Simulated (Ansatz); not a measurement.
# Si4Ge: the cost of one run

Method: DFT PBE, scalar-relativistic, plane waves, PAW, in Ansatz 0.2.0.

3 further runs of the same task are left out: 2 that didn't finish, 1 set aside as unsound or not needed.

## Step 1: Starting point

Symmetry: I4/m, No. 87, tetragonal system. Conventional cell: a = 6.326 Å, b = 6.326 Å, c = 4.001 Å, α = 90.00°, β = 90.00°, γ = 90.00°. Si (site symmetry m) has 9 Si at 2.83 Å and 3 Ge at 2.83 Å as nearest neighbours. Ge (site symmetry 4/m) has 12 Si at 2.83 Å as nearest neighbours.

As a file:

```cif
data_structure
_symmetry_space_group_name_H-M 'I4/m'
_symmetry_Int_Tables_number 87
_cell_length_a 6.3264
_cell_length_b 6.3264
_cell_length_c 4.0011
_cell_angle_alpha 90.000
_cell_angle_beta 90.000
_cell_angle_gamma 90.000
_cell_volume 160.14
loop_
_atom_site_label
_atom_site_type_symbol
_atom_site_symmetry_multiplicity
_atom_site_Wyckoff_symbol
_atom_site_fract_x
_atom_site_fract_y
_atom_site_fract_z
_atom_site_occupancy
Si1 Si 8 h 0.10000 0.70000 0.50000 1
Ge1 Ge 2 a 0.00000 0.00000 0.00000 1
```

The start is an ordering of an alloy on its end members' structure types: elements ordered on the sites of the Li type, Si/Ge on Li (I4/m, No. 87).

## Step 2: A first look at the guess

input.yaml reads:

```yaml
crystal:
  lattice:
    - [-3.16317992, 3.16317992, 2.00057064]
    - [3.16317992, -3.16317992, 2.00057064]
    - [3.16317992, 3.16317992, -2.00057064]
  atoms:
    - { symbol: Si, position: [0.8, 0.6, 0.4] }
    - { symbol: Si, position: [0.2, 0.4, 0.6] }
    - { symbol: Si, position: [0.4, 0.8, 0.2] }
    - { symbol: Si, position: [0.6, 0.2, 0.8] }
    - { symbol: Ge, position: [0.0, 0.0, 0.0] }
basis:
  ecutwfc: 420
kpoints:
  mp_grid: { grid: [6, 6, 6] }
hamiltonian:
  xc: pbe
scf:
  occupations: { method: gaussian, width: 0.1 }
  lower_state_search: "off"
output:
  forces: true
  stress: true
  eigenvalues: true
```

The run is started by

```
ansatz run input.yaml --threads 1 --pin off --max-ram 2560MiB --backend cpu --events-out ev --progress --plain --runs-dir out
```

What time and memory should one allow on 1 thread of Arm Neoverse V1, shared host?

About 3.5 s, with a peak of 0.36 GiB.
